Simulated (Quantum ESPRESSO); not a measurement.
KCl: dielectric tensor and Born charges under several settings

```
K Cl
1.0
     3.83920    0.00000    0.00000
     0.00000    3.83920    0.00000
     0.00000    0.00000    3.83920
K Cl
1 1
Direct
  0.00000 0.00000 0.00000
  0.50000 0.50000 0.50000
```

Measurements of this composition are mostly on another form, of space group No. 225.

All runs used Quantum ESPRESSO 7.5; k mesh 6 × 6 × 6, shifted; given cell; no spin polarisation; occupations smeared at first, fixed for the response.

| level | potentials | cutoff (eV) | pressure (GPa) | ε∞ (diagonal) | Born charge of atom 1 (e) |
| --- | --- | --- | --- | --- | --- |
| LDA | PseudoDojo 0.4.1 SR LDA standard | 980 | -3.2 | 2.63 | 1.20 |
| PBEsol | PseudoDojo 0.4.1 SR PBEsol standard | 1007 | -1.5 | 2.59 | 1.20 |
| WC | PseudoDojo 0.4.1 SR PBE standard | 1007 | -1.3 | 2.58 | 1.20 |
| BLYP | PseudoDojo 0.4.1 SR PBE standard | 1007 | 0.9 | 2.53 | 1.19 |
| AM05 | PseudoDojo 0.4.1 SR PBE standard | 1007 | ? | ? | ? |

Q: What stands in the row left open?

A: Pressure -0.5 GPa; ε∞ 2.55; Born charge of atom 1 1.21 e.

Caveats: the potentials were made for another functional, which shifts forces and pressure (some runs); the cell is more than 3 GPa from zero pressure, which shifts response properties (some runs).

For the row left open. Caveat: the potentials were made for another functional, which shifts forces and pressure.
